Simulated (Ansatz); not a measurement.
# Dielectric response of PbF2 (111) films

Wanted: ε of fluorite PbF2 (111) by finite fields on slabs, and the band edges against the vacuum where run.

Main program and level: Ansatz 0.2.0; plane-wave DFT, PBEsol, Ansatz PAW.

Most raw output is cut from this account.

## 1. The structure

The cell holds 6 atoms: 4 F and 2 Pb. Its edges and angles: a = 4.200 Å, b = 4.200 Å, c = 23.144 Å, α = 90.0°, β = 90.0°, γ = 120.0°. It derives from PbF2 (fluorite PbF2). Vacuum lies along c.

## 2. Relaxing the slab, 6 atoms, units 2

The structure is relaxed first, because levels and dipoles at a surface follow the positions of the outer atoms.

File input.yaml:

```yaml
crystal:
  lattice:
    - [4.20021428, 0.0, 0.0]
    - [-2.10010714, 3.63749227, 0.0]
    - [0.0, 0.0, 23.1441908985]
  atoms:
    - { symbol: F, position: [0.66666667, 0.33333333, 0.388866478] }
    - { symbol: Pb, position: [0.33333333, 0.66666667, 0.4259109853] }
    - { symbol: F, position: [0.0, 0.0, 0.4629554927] }
    - { symbol: F, position: [0.33333333, 0.66666667, 0.5370445073] }
    - { symbol: Pb, position: [0.0, 0.0, 0.5740890147] }
    - { symbol: F, position: [0.66666667, 0.33333333, 0.611133522] }
kpoints:
  mp_grid: { grid: [6, 6, 1] }
hamiltonian:
  xc: pbesol
scf:
  occupations: { method: fixed }
  convergence: { dr2_threshold: 1.0e-09 }
efield:
  axis: 3
  dipole_correction: true
  ramp_position: 0.97
  ramp_width: 0.06
relax:
  f_tol: 0.003
  max_steps: 100
output:
  eigenvalues: true
  write_potential: true
  write_density: true
  volumetric_format: npy
```

Started as:

```sh
> ansatz run input.yaml --threads 4 --pin off --max-ram 6144MiB --backend cpu --events-out ev --progress --plain --runs-dir out
```

Elapsed: 35 s, on 4 threads of Arm Neoverse N1, shared host; peak memory 0.7 GiB; 2.1 min of CPU time.

The steps of the relaxation:

| step | energy less that of the first step (eV) | largest force component (eV/Å) |
| --- | --- | --- |
| 1 | 0.0000 | 0.3759 |
| 2 | -0.1366 | 0.4377 |
| 3 | -0.0848 | 1.1407 |
| 4 | -0.1813 | 0.0652 |
| 5 | -0.1832 | 0.0267 |
| 6 | -0.1834 | 0.0051 |
| 7 | -0.1835 | 0.0001 |

Relaxation step 3 was tried and not accepted.

Forces are held to the 6 operations that the run works with; a distortion that breaks them can't arise in this run.

The atoms that moved most (Å):

| atom | dx | dy | dz | length |
| --- | --- | --- | --- | --- |
| F6 | 0.000 | 0.000 | -0.326 | 0.326 |
| F1 | 0.000 | 0.000 | 0.326 | 0.326 |
| F3 | 0.000 | 0.000 | 0.160 | 0.160 |
| F4 | 0.000 | 0.000 | -0.160 | 0.160 |
| Pb5 | 0.000 | 0.000 | -0.069 | 0.069 |
| Pb2 | 0.000 | 0.000 | 0.069 | 0.069 |

Final coordinates:

```cif
data_structure
_symmetry_space_group_name_H-M 'P 1'
_symmetry_Int_Tables_number 1
_cell_length_a 4.2002
_cell_length_b 4.2002
_cell_length_c 23.1442
_cell_angle_alpha 90.000
_cell_angle_beta 90.000
_cell_angle_gamma 120.000
_cell_volume 353.60
loop_
_atom_site_label
_atom_site_type_symbol
_atom_site_fract_x
_atom_site_fract_y
_atom_site_fract_z
_atom_site_occupancy
F1 F 0.66667 0.33333 0.40296 1
Pb2 Pb 0.33333 0.66667 0.42889 1
F3 F 0.00000 0.00000 0.46988 1
F4 F 0.33333 0.66667 0.53012 1
Pb5 Pb 0.00000 0.00000 0.57111 1
F6 F 0.66667 0.33333 0.59704 1
```

This step gave:

| Quantity | Value |
| --- | --- |
| gap on the k-mesh | 4.524 eV |
| dipole along the normal | -3.48e-7 e·Å |
| ionisation energy, upper face | 6.435 eV |
| electron affinity, upper face | 1.911 eV |

Running mean over 3.429 Å of the planar mean; the ramp of the sawtooth is left out. Table of electron's electrostatic potential energy less the highest filled level by z:

| z (Å) | electron's electrostatic potential energy less the highest filled level (eV) |
| --- | --- |
| 3.5 | 6.43 |
| 4.0 | 6.43 |
| 4.5 | 6.43 |
| 5.0 | 6.43 |
| 5.5 | 6.43 |
| 6.0 | 6.43 |
| 6.5 | 6.40 |
| 7.0 | 6.25 |
| 7.5 | 5.37 |
| 8.0 | 3.56 |
| 8.5 | 1.87 |
| 9.0 | 0.330 |
| 9.5 | -0.627 |
| 10.0 | -0.936 |
| 10.5 | -1.39 |
| 11.0 | -1.71 |
| 11.5 | -1.47 |
| 12.0 | -1.67 |
| 12.5 | -1.54 |
| 13.0 | -1.03 |
| 13.5 | -0.768 |
| 14.0 | -0.0253 |
| 14.5 | 1.41 |
| 15.0 | 3.03 |
| 15.5 | 4.89 |
| 16.0 | 6.11 |
| 16.5 | 6.38 |
| 17.0 | 6.42 |
| 17.5 | 6.43 |
| 18.0 | 6.43 |
| 18.5 | 6.43 |
| 19.0 | 6.43 |
| 19.5 | 6.43 |
| 20.0 | 6.43 |

The relaxation took 7 steps and lowered the energy by 0.18 eV; the largest force on the free atoms ends at 1.4e-4 eV/Å.

The gap is 4.52 eV, with the valence edge 6.43 eV and the conduction edge 1.91 eV under the upper vacuum level.

## 3. Single point, 6 atoms, units 2, field 0.05 V/Å

A sawtooth potential applies the field, turning back in the middle of the vacuum. With the dipole correction the typed value is the field outside the slab. The induced dipole is small, so the SCF threshold is tight.

File input.yaml:

```yaml
crystal:
  lattice:
    - [4.2002142813, 0.0, 0.0]
    - [-2.1001071406, 3.6374922689, 0.0]
    - [0.0, 0.0, 23.1441908985]
  atoms:
    - { symbol: F, position: [0.6666666667, 0.3333333333, 0.4029559726] }
    - { symbol: Pb, position: [0.3333333333, 0.6666666667, 0.4288916748] }
    - { symbol: F, position: [0.0, 0.0, 0.4698773477] }
    - { symbol: F, position: [0.3333333333, 0.6666666667, 0.5301226704] }
    - { symbol: Pb, position: [0.0, 0.0, 0.5711083111] }
    - { symbol: F, position: [0.6666666667, 0.3333333333, 0.5970440234] }
kpoints:
  mp_grid: { grid: [6, 6, 1] }
hamiltonian:
  xc: pbesol
scf:
  occupations: { method: fixed }
  convergence: { dr2_threshold: 1.0e-10 }
efield:
  axis: 3
  dipole_correction: true
  ramp_position: 0.97
  ramp_width: 0.06
  amplitude: 0.05
output:
  write_potential: true
  write_density: true
  volumetric_format: npy
```

The job ended after 5.4 s (4 threads; peak memory 0.64 GiB; 20 s of CPU time).

Numbers from this step:

| Property | Result |
| --- | --- |
| gap on the k-mesh | 4.496 eV |
| dipole along the normal | 0.02008 e·Å |

The dipole is 0.0201 e·Å, and the gap on the mesh 4.496 eV.

## 4. Single point, 6 atoms, units 2, field -0.05 V/Å

Changes to input.yaml since step 3:

```diff
@@ -24,3 +24,3 @@
   ramp_width: 0.06
-  amplitude: 0.05
+  amplitude: -0.05
 output:
```

The job ended after 5.4 s (4 threads; peak memory 0.64 GiB; 20 s of CPU time).

The dipole is -0.0201 e·Å, and the gap on the mesh 4.496 eV.

## 5. Response with the atoms held, 6 atoms, units 2

This step: plane-wave DFT, PBEsol, Ansatz PAW; response to a field along the normal, atoms held (Ansatz 0.2.0).

The two fields give this film's response with the atoms held: the electronic part.

Numbers from this step:

```yaml
equivalent_conductor_thickness_p_eps_0ae: 4.757 Å
distance_between_the_outer_atoms: 4.492 Å
thickness: 6.859 Å
```

Local field over the applied field, running mean. From the potentials at -0.05 and 0.05 V/Å; running mean over 3.429 Å, taken twice. Table of local field over applied field by z:

| z (Å) | local field over applied field |
| --- | --- |
| 4.34 | 0.999 |
| 4.77 | 0.997 |
| 5.06 | 0.993 |
| 5.50 | 0.984 |
| 5.93 | 0.965 |
| 6.36 | 0.933 |
| 6.65 | 0.905 |
| 7.09 | 0.850 |
| 7.52 | 0.784 |
| 7.81 | 0.735 |
| 8.25 | 0.655 |
| 8.68 | 0.571 |
| 8.97 | 0.517 |
| 9.40 | 0.443 |
| 9.84 | 0.382 |
| 10.27 | 0.334 |
| 10.56 | 0.310 |
| 10.99 | 0.284 |
| 11.43 | 0.272 |
| 11.72 | 0.272 |
| 12.15 | 0.284 |
| 12.58 | 0.310 |
| 12.87 | 0.334 |
| 13.31 | 0.382 |
| 13.74 | 0.443 |
| 14.18 | 0.517 |
| 14.47 | 0.571 |
| 14.90 | 0.655 |
| 15.33 | 0.735 |
| 15.62 | 0.784 |
| 16.06 | 0.850 |
| 16.49 | 0.905 |
| 16.78 | 0.933 |
| 17.21 | 0.965 |
| 17.65 | 0.984 |
| 18.08 | 0.993 |
| 18.37 | 0.997 |
| 18.80 | 0.999 |

Electrons, planar mean, per unit field. Table of induced electron density by z:

| z (Å) | induced electron density (e/Å³ per V/Å) |
| --- | --- |
| 4.5 | 3.3e-7 |
| 5.0 | 1.3e-6 |
| 5.5 | 4.6e-6 |
| 6.0 | 1.7e-5 |
| 6.5 | 5.6e-5 |
| 7.0 | 1.8e-4 |
| 7.5 | 5.4e-4 |
| 8.0 | 0.00150 |
| 8.5 | 0.00314 |
| 9.0 | 0.00289 |
| 9.5 | 0.00131 |
| 10.0 | -2.4e-4 |
| 10.5 | -0.00144 |
| 11.0 | -5.2e-4 |
| 11.5 | 1.3e-4 |
| 12.0 | -7.8e-4 |
| 12.5 | 0.00207 |
| 13.0 | 3.8e-4 |
| 13.5 | -5.6e-4 |
| 14.0 | -0.00236 |
| 14.5 | -0.00349 |
| 15.0 | -0.00193 |
| 15.5 | -7.4e-4 |
| 16.0 | -2.5e-4 |
| 16.5 | -7.9e-5 |
| 17.0 | -2.4e-5 |
| 17.5 | -6.9e-6 |
| 18.0 | -1.9e-6 |
| 18.5 | -5.1e-7 |

By hand: between -0.05 and 0.05 V/Å the dipole changes by 0.04017 e·Å, a slope of 0.4017 e·Å²/V. A perfect conductor of thickness t has p = ε₀AEt, so t = 180.95 × 0.4017 / 15.278 = 4.76 Å (e/ε₀ = 180.95 V·Å, A in Å²).

The induced dipole is that of a conductor 4.76 Å thick.

## 6. Relaxing in the field, 6 atoms, field 0.05 V/Å

This step: plane-wave DFT, PBEsol, Ansatz PAW (Ansatz 0.2.0).

Now the atoms may follow the field. A weak field makes forces of meV/Å to tens of meV/Å, so the force tolerance is set well below the usual one.

Changes to input.yaml since step 4:

```diff
@@ -24,3 +24,6 @@
   ramp_width: 0.06
-  amplitude: -0.05
+  amplitude: 0.05
+relax:
+  f_tol: 0.0006
+  max_steps: 70
 output:
```

Elapsed: 13 s, on 4 threads; peak memory 0.65 GiB; 49 s of CPU time.

No atom moved by 0.005 Å in the relaxation.

Numbers from this step:

| Property | Result |
| --- | --- |
| gap on the k-mesh | 4.519 eV |
| dipole along the normal | 0.02693 e·Å |

The relaxation took 4 steps and lowered the energy by 1.7e-4 eV; the largest force on the free atoms ends at 2.1e-4 eV/Å.

The dipole is 0.0269 e·Å, and the gap on the mesh 4.519 eV.

## 7. Field on, atoms free, 6 atoms, field -0.05 V/Å

The opposite sign, again from the field-free geometry; the difference of the two cancels what relaxes without a field.

Changes to input.yaml since step 6:

```diff
@@ -24,3 +24,3 @@
   ramp_width: 0.06
-  amplitude: 0.05
+  amplitude: -0.05
 relax:
```

Elapsed: 13 s, on 4 threads; peak memory 0.66 GiB.

Hardly anything moved in the relaxation; the energy changed by under 0.2 meV an atom.

The relaxation took 4 steps and lowered the energy by 1.7e-4 eV; the largest force on the free atoms ends at 2.1e-4 eV/Å.

The dipole is -0.0269 e·Å, and the gap on the mesh 4.519 eV.

## 8. Response with the atoms relaxed, 6 atoms, units 2

This step: plane-wave DFT, PBEsol, Ansatz PAW; response to a field along the normal, atoms relaxed (Ansatz 0.2.0).

The two relaxed runs give the static response.

This step gave:

```yaml
equivalent_conductor_thickness_p_eps_0ae: 6.380 Å
```

Local field over the applied field, running mean. From the potentials at -0.05 and 0.05 V/Å; running mean over 3.429 Å, taken twice. The local field over applied field by z:

| z (Å) | local field over applied field |
| --- | --- |
| 4.34 | 0.999 |
| 4.77 | 0.997 |
| 5.06 | 0.993 |
| 5.50 | 0.972 |
| 5.93 | 0.961 |
| 6.36 | 0.943 |
| 6.65 | 0.913 |
| 7.09 | 0.828 |
| 7.52 | 0.708 |
| 7.81 | 0.630 |
| 8.25 | 0.516 |
| 8.68 | 0.419 |
| 8.97 | 0.377 |
| 9.40 | 0.271 |
| 9.84 | 0.138 |
| 10.27 | 0.0417 |
| 10.56 | 0.0195 |
| 10.99 | 0.0465 |
| 11.43 | 0.0609 |
| 11.72 | 0.0609 |
| 12.15 | 0.0465 |
| 12.58 | 0.0195 |
| 12.87 | 0.0417 |
| 13.31 | 0.138 |
| 13.74 | 0.271 |
| 14.18 | 0.377 |
| 14.47 | 0.419 |
| 14.90 | 0.516 |
| 15.33 | 0.630 |
| 15.62 | 0.708 |
| 16.06 | 0.828 |
| 16.49 | 0.913 |
| 16.78 | 0.943 |
| 17.21 | 0.961 |
| 17.65 | 0.972 |
| 18.08 | 0.993 |
| 18.37 | 0.997 |
| 18.80 | 0.999 |

The induced dipole is that of a conductor 6.38 Å thick.

## 9. Relaxing the slab, 9 atoms, units 3

This step: plane-wave DFT, PBEsol, Ansatz PAW (Ansatz 0.2.0).

System of this step: PbF2 (111), 3 units. The cell holds 9 atoms: 6 F and 3 Pb. Cell: a = 4.200 Å, b = 4.200 Å, c = 26.574 Å, α = 90.0°, β = 90.0°, γ = 120.0°. It derives from PbF2 (fluorite PbF2). Vacuum lies along c.

The next thickness, treated alike, so that differences show the interior and the faces cancel.

File input.yaml:

```yaml
crystal:
  lattice:
    - [4.20021428, 0.0, 0.0]
    - [-2.10010714, 3.63749227, 0.0]
    - [0.0, 0.0, 26.5736514975]
  atoms:
    - { symbol: F, position: [0.66666667, 0.33333333, 0.3386813438] }
    - { symbol: Pb, position: [0.33333333, 0.66666667, 0.3709450751] }
    - { symbol: F, position: [0.0, 0.0, 0.4032088063] }
    - { symbol: F, position: [0.33333333, 0.66666667, 0.4677362688] }
    - { symbol: Pb, position: [0.0, 0.0, 0.5] }
    - { symbol: F, position: [0.66666667, 0.33333333, 0.5322637312] }
    - { symbol: F, position: [0.0, 0.0, 0.5967911937] }
    - { symbol: Pb, position: [0.66666667, 0.33333333, 0.6290549249] }
    - { symbol: F, position: [0.33333333, 0.66666667, 0.6613186562] }
kpoints:
  mp_grid: { grid: [6, 6, 1] }
hamiltonian:
  xc: pbesol
scf:
  occupations: { method: fixed }
  convergence: { dr2_threshold: 1.0e-09 }
efield:
  axis: 3
  dipole_correction: true
  ramp_position: 0.97
  ramp_width: 0.06
relax:
  f_tol: 0.003
  max_steps: 100
output:
  eigenvalues: true
  write_potential: true
  write_density: true
  volumetric_format: npy
  elf: true
```

Elapsed: 39 s, on 4 threads; peak memory 0.85 GiB; 2.5 min of CPU time.

Step by step:

| step | energy less that of the first step (eV) | largest force component (eV/Å) |
| --- | --- | --- |
| 1 | 0.0000 | 0.3691 |
| 2 | -0.0882 | 0.3677 |
| 3 | -0.1106 | 0.2006 |
| 4 | -0.1191 | 0.0039 |
| 5 | -0.1192 | 0.0019 |

Forces are held to the 6 operations that the run works with; a distortion that breaks them can't arise in this run.

The atoms that moved most (Å):

| atom | dx | dy | dz | length |
| --- | --- | --- | --- | --- |
| F1 | 0.000 | 0.000 | 0.297 | 0.297 |
| F9 | 0.000 | 0.000 | -0.297 | 0.297 |
| F7 | 0.000 | 0.000 | -0.104 | 0.104 |
| F3 | 0.000 | 0.000 | 0.104 | 0.104 |
| Pb2 | 0.000 | 0.000 | 0.088 | 0.088 |
| Pb8 | 0.000 | 0.000 | -0.088 | 0.088 |
| F6 | 0.000 | 0.000 | 0.032 | 0.032 |
| F4 | 0.000 | 0.000 | -0.032 | 0.032 |

The relaxed structure:

```cif
data_structure
_symmetry_space_group_name_H-M 'P 1'
_symmetry_Int_Tables_number 1
_cell_length_a 4.2002
_cell_length_b 4.2002
_cell_length_c 26.5737
_cell_angle_alpha 90.000
_cell_angle_beta 90.000
_cell_angle_gamma 120.000
_cell_volume 406.00
loop_
_atom_site_label
_atom_site_type_symbol
_atom_site_fract_x
_atom_site_fract_y
_atom_site_fract_z
_atom_site_occupancy
F1 F 0.66667 0.33333 0.34987 1
Pb2 Pb 0.33333 0.66667 0.37427 1
F3 F 0.00000 0.00000 0.40714 1
F4 F 0.33333 0.66667 0.46652 1
Pb5 Pb 0.00000 0.00000 0.50000 1
F6 F 0.66667 0.33333 0.53348 1
F7 F 0.00000 0.00000 0.59286 1
Pb8 Pb 0.66667 0.33333 0.62573 1
F9 F 0.33333 0.66667 0.65013 1
```

The relaxation took 5 steps and lowered the energy by 0.12 eV; the largest force on the free atoms ends at 0.0019 eV/Å.

The gap is 4.14 eV, with the valence edge 6.53 eV and the conduction edge 2.40 eV under the upper vacuum level.

## 10. Single point, 9 atoms, units 3, field 0.05 V/Å

File input.yaml:

```yaml
crystal:
  lattice:
    - [4.2002142813, 0.0, 0.0]
    - [-2.1001071406, 3.6374922689, 0.0]
    - [0.0, 0.0, 26.5736514975]
  atoms:
    - { symbol: F, position: [0.6666666667, 0.3333333333, 0.3498661211] }
    - { symbol: Pb, position: [0.3333333333, 0.6666666667, 0.3742652011] }
    - { symbol: F, position: [0.0, 0.0, 0.4071381256] }
    - { symbol: F, position: [0.3333333333, 0.6666666667, 0.4665166089] }
    - { symbol: Pb, position: [0.0, 0.0, 0.4999999997] }
    - { symbol: F, position: [0.6666666667, 0.3333333333, 0.5334833911] }
    - { symbol: F, position: [0.0, 0.0, 0.5928618744] }
    - { symbol: Pb, position: [0.6666666667, 0.3333333333, 0.6257347992] }
    - { symbol: F, position: [0.3333333333, 0.6666666667, 0.6501338789] }
kpoints:
  mp_grid: { grid: [6, 6, 1] }
hamiltonian:
  xc: pbesol
scf:
  occupations: { method: fixed }
  convergence: { dr2_threshold: 1.0e-10 }
efield:
  axis: 3
  dipole_correction: true
  ramp_position: 0.97
  ramp_width: 0.06
  amplitude: 0.05
output:
  write_potential: true
  write_density: true
  volumetric_format: npy
```

Run time: 9.7 s. Hardware: 4 threads; peak memory 0.78 GiB; 37 s of CPU time.

The dipole is 0.0302 e·Å, and the gap on the mesh 4.090 eV.

## 11. Single point, 9 atoms, units 3, field -0.05 V/Å

Changes to input.yaml since step 10:

```diff
@@ -27,3 +27,3 @@
   ramp_width: 0.06
-  amplitude: 0.05
+  amplitude: -0.05
 output:
```

Wall time 9.6 s (4 threads); peak memory 0.78 GiB; 36 s of CPU time.

The dipole is -0.0302 e·Å, and the gap on the mesh 4.090 eV.

## 12. Response with the atoms held, 9 atoms, units 3

This step: plane-wave DFT, PBEsol, Ansatz PAW; response to a field along the normal, atoms held (Ansatz 0.2.0).

Local field over the applied field, running mean. From the potentials at -0.05 and 0.05 V/Å; running mean over 3.429 Å, taken twice. Table of local field over applied field by z:

| z (Å) | local field over applied field |
| --- | --- |
| 4.5 | 0.998 |
| 5.0 | 0.994 |
| 5.5 | 0.984 |
| 6.0 | 0.962 |
| 6.5 | 0.922 |
| 7.0 | 0.864 |
| 7.5 | 0.790 |
| 8.0 | 0.703 |
| 8.5 | 0.609 |
| 9.0 | 0.517 |
| 9.5 | 0.436 |
| 10.0 | 0.373 |
| 10.5 | 0.328 |
| 11.0 | 0.300 |
| 11.5 | 0.286 |
| 12.0 | 0.280 |
| 12.5 | 0.280 |
| 13.0 | 0.280 |
| 13.5 | 0.281 |
| 14.0 | 0.280 |
| 14.5 | 0.280 |
| 15.0 | 0.284 |
| 15.5 | 0.297 |
| 16.0 | 0.323 |
| 16.5 | 0.365 |
| 17.0 | 0.426 |
| 17.5 | 0.505 |
| 18.0 | 0.595 |
| 18.5 | 0.690 |
| 19.0 | 0.778 |
| 19.5 | 0.854 |
| 20.0 | 0.915 |
| 20.5 | 0.957 |
| 21.0 | 0.982 |
| 21.5 | 0.993 |
| 22.0 | 0.998 |

The induced dipole is that of a conductor 7.15 Å thick.

## 13. Field on, atoms free, 9 atoms, units 3, field 0.05 V/Å

This step: plane-wave DFT, PBEsol, Ansatz PAW (Ansatz 0.2.0).

The same pair of relaxations in the field for this thickness.

Changes to input.yaml since step 11:

```diff
@@ -27,3 +27,6 @@
   ramp_width: 0.06
-  amplitude: -0.05
+  amplitude: 0.05
+relax:
+  f_tol: 0.0006
+  max_steps: 70
 output:
```

Run time: 35 s. Hardware: 4 threads; peak memory 0.82 GiB.

Relaxation path:

| step | energy less that of the first step (eV) | largest force component (eV/Å) |
| --- | --- | --- |
| 1 | 0.0000 | 0.0503 |
| 2 | 0.0000 | 0.0526 |
| 3 | -0.0003 | 0.0029 |
| 4 | -0.0003 | 0.0029 |
| 5 | -0.0003 | 0.0016 |
| 6 | -0.0003 | 0.0009 |
| 7 | -0.0003 | 0.0002 |

Relaxation step 2 was tried and not accepted.

The run keeps the 6 symmetry operations that it works with, so distortions that break them were not tested.

The relaxed structure:

```cif
data_structure
_symmetry_space_group_name_H-M 'P 1'
_symmetry_Int_Tables_number 1
_cell_length_a 4.2002
_cell_length_b 4.2002
_cell_length_c 26.5737
_cell_angle_alpha 90.000
_cell_angle_beta 90.000
_cell_angle_gamma 120.000
_cell_volume 406.00
loop_
_atom_site_label
_atom_site_type_symbol
_atom_site_fract_x
_atom_site_fract_y
_atom_site_fract_z
_atom_site_occupancy
F1 F 0.66667 0.33333 0.34965 1
Pb2 Pb 0.33333 0.66667 0.37438 1
F3 F 0.00000 0.00000 0.40710 1
F4 F 0.33333 0.66667 0.46654 1
Pb5 Pb 0.00000 0.00000 0.50014 1
F6 F 0.66667 0.33333 0.53351 1
F7 F 0.00000 0.00000 0.59284 1
Pb8 Pb 0.66667 0.33333 0.62585 1
F9 F 0.33333 0.66667 0.64998 1
```

The relaxation took 7 steps and lowered the energy by 2.8e-4 eV; the largest force on the free atoms ends at 2.2e-4 eV/Å.

The dipole is 0.0413 e·Å, and the gap on the mesh 4.133 eV.

## 14. Field on, atoms free, 9 atoms, units 3, field -0.05 V/Å

Changes to input.yaml since step 13:

```diff
@@ -27,3 +27,3 @@
   ramp_width: 0.06
-  amplitude: 0.05
+  amplitude: -0.05
 relax:
```

Elapsed: 32 s, on 4 threads; peak memory 0.82 GiB; 2.1 min of CPU time.

Relaxation path:

| step | energy less that of the first step (eV) | largest force component (eV/Å) |
| --- | --- | --- |
| 1 | 0.0000 | 0.0503 |
| 2 | 0.0000 | 0.0526 |
| 3 | -0.0003 | 0.0029 |
| 4 | -0.0003 | 0.0017 |
| 5 | -0.0003 | 0.0011 |
| 6 | -0.0003 | 0.0003 |

Relaxation step 2 was tried and not accepted.

The run keeps the 6 symmetry operations that it works with, so distortions that break them were not tested.

The relaxation took 6 steps and lowered the energy by 2.8e-4 eV; the largest force on the free atoms ends at 2.8e-4 eV/Å.

The dipole is -0.0413 e·Å, and the gap on the mesh 4.133 eV.

## 15. Response with the atoms relaxed, 9 atoms, units 3

This step: plane-wave DFT, PBEsol, Ansatz PAW; response to a field along the normal, atoms relaxed (Ansatz 0.2.0).

Local field over the applied field, running mean. From the potentials at -0.05 and 0.05 V/Å; running mean over 3.429 Å, taken twice. The local field over applied field by z:

| z (Å) | local field over applied field |
| --- | --- |
| 5 | 0.993 |
| 6 | 0.948 |
| 7 | 0.835 |
| 8 | 0.570 |
| 9 | 0.371 |
| 10 | 0.110 |
| 11 | 0.0591 |
| 12 | 0.0298 |
| 13 | -0.00516 |
| 14 | -0.0106 |
| 15 | 0.0439 |
| 16 | 0.0616 |
| 17 | 0.227 |
| 18 | 0.431 |
| 19 | 0.680 |
| 20 | 0.914 |
| 21 | 0.960 |
| 22 | 0.998 |

The induced dipole is that of a conductor 9.78 Å thick.

(Continued in part 2 of 2.)

[Logs are printed without paths, hosts, clocks, repeated set-up lines and the standing remarks that a program may print on its own settings, such as how far it seeks lower states.]

[Hosts, paths, dates, database ids (printed as entryN), source tags and the programs' standing remarks are cut or masked in the printed files.]

[Maps of the electrostatic potential energy from Ansatz leave out the sawtooth potential of an applied field or a dipole correction, so their vacuum need not be flat; planar profiles and work functions include it.]
